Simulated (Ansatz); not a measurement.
**SiC under strain**

Level of theory: DFT PBE, scalar-relativistic, plane waves, PAW (Ansatz 0.2.0). Run with 420 eV cutoff, 12×12×6 k-mesh, Gaussian smearing of 0.02 eV, no spin polarisation.

Starting point, cell and atoms relaxed:

```yaml
crystal:
  lattice:
    - [3.09194, 0.00000, 0.00000]
    - [-1.54597, 2.67770, 0.00000]
    - [0.00000, 0.00000, 5.07429]
  atoms:
    - { symbol: Si, position: [0.33333, 0.66667, 0.49958] }
    - { symbol: Si, position: [0.66667, 0.33333, 0.99958] }
    - { symbol: C, position: [0.33333, 0.66667, 0.87542] }
    - { symbol: C, position: [0.66667, 0.33333, 0.37542] }
```

Deformation: biaxial strain in the a-b plane, with the length and tilt of c and the atoms relaxed, all within the symmetry that the strain leaves. Energies are extrapolated to zero smearing. Gaps are Kohn–Sham gaps over the whole zone.

| strain (%) | ΔE (meV/atom) | a (Å) | b (Å) | c (Å) | gap (eV) |
| --- | --- | --- | --- | --- | --- |
| -6.0 | 157.2 | 2.906 | 2.906 | 5.141 | 1.35 |
| -4.0 | 67.0 | 2.968 | 2.968 | 5.117 | 1.73 |
| -2.0 | 16.0 | 3.030 | 3.030 | 5.095 | 2.04 |
| +0.0 | 0.0 | 3.092 | 3.092 | 5.074 | 2.31 |
| +2.0 | 14.6 | 3.154 | 3.154 | 5.056 | 2.45 |
| +4.0 | 55.9 | 3.216 | 3.216 | 5.040 | 2.17 |
| +6.0 | 119.9 | 3.277 | 3.277 | 5.025 | 1.91 |

(1) What stiffness (1/V) d²E/dε² at zero strain does a cubic fit over all points give?

(2) How does the free axis c answer a small strain?

(3) How fast does the gap move with strain on either side?

Answers

(1) A cubic fit gives (1/V) d²E/dε² = 1174 GPa at zero strain (twice the biaxial modulus).

(2) Between the innermost points its strain is -0.19 times the applied one.

(3) 132 meV per percent on the compressed side and 70 meV per percent on the stretched side; it is indirect at -2.0 %, indirect at zero and indirect at +2.0 %.